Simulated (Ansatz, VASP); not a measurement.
One calculation of Sb, two programs

INCAR

```
SYSTEM = Sb
  PREC = Accurate
  ENCUT = 520
  EDIFF = 1E-6
  ISMEAR = -1
  SIGMA = 0.05
  LREAL = .False.
  LASPH = .True.
  NELM = 100
  ALGO = Normal
  ISIF = 2
  LWAVE = .False.
  LCHARG = .False.
  GGA = PE
  NBANDS = 8
```

KPOINTS

```
Automatic mesh
0
Gamma
  12 12 12
  0 0 0
```

File POSCAR:

```
Sb
1.0
   -1.5765401831      1.5765401831      2.7119384313
    1.5765401831     -1.5765401831      2.7119384313
    1.5765401831      1.5765401831     -2.7119384313
Sb
1
Direct
    0.0000000000      0.0000000000      0.0000000000
```

The input input.yaml:

```yaml
crystal:
  lattice:
    - [-1.5765401831, 1.5765401831, 2.7119384313]
    - [1.5765401831, -1.5765401831, 2.7119384313]
    - [1.5765401831, 1.5765401831, -2.7119384313]
  atoms:
    - { symbol: Sb, position: [0.0, 0.0, 0.0] }
kpoints:
  mp_grid: { grid: [12, 12, 12] }
scf:
  occupations: { method: fermi_dirac, width: 0.05 }
hamiltonian:
  xc: pbe
  pseudopotentials: { kind: all_electron, lapw: { basis_error: 0.001 } }
output:
  forces: true
  stress: true
  eigenvalues: true
  populations: true
```

This isn't the form of Sb at room conditions, which is rhombohedral.

Alike in both runs: task single point; functional PBE; k mesh 12 × 12 × 12; occupations fermi-dirac, width 0.05 eV; no spin polarisation.

|  | VASP | Ansatz |
| --- | --- | --- |
| version | VASP 6.6.1 | Ansatz 0.2.0 |
| potentials or method | VASP PAW PBE potentials, release 64 (Sb) | all-electron LAPW, scalar-relativistic |
| plane-wave cutoff (eV) | 520 | see its input |

|  | VASP | Ansatz | Ansatz less VASP |
| --- | --- | --- | --- |
| gap on the k mesh at the Fermi level (eV) | none | none | - |
| pressure (GPa) | 1.7 | 1.8 | +0.12 |
| largest component of the traceless stress (GPa) | 0.53 | 0.51 | -0.017 |

A gap of «none» marks a metal or a gap that the smearing closes. Ansatz ran all-electron here, so the differences hold the error of VASP's frozen core and of both bases.

Spin-orbit coupling is left out, which matters for the levels of Sb.
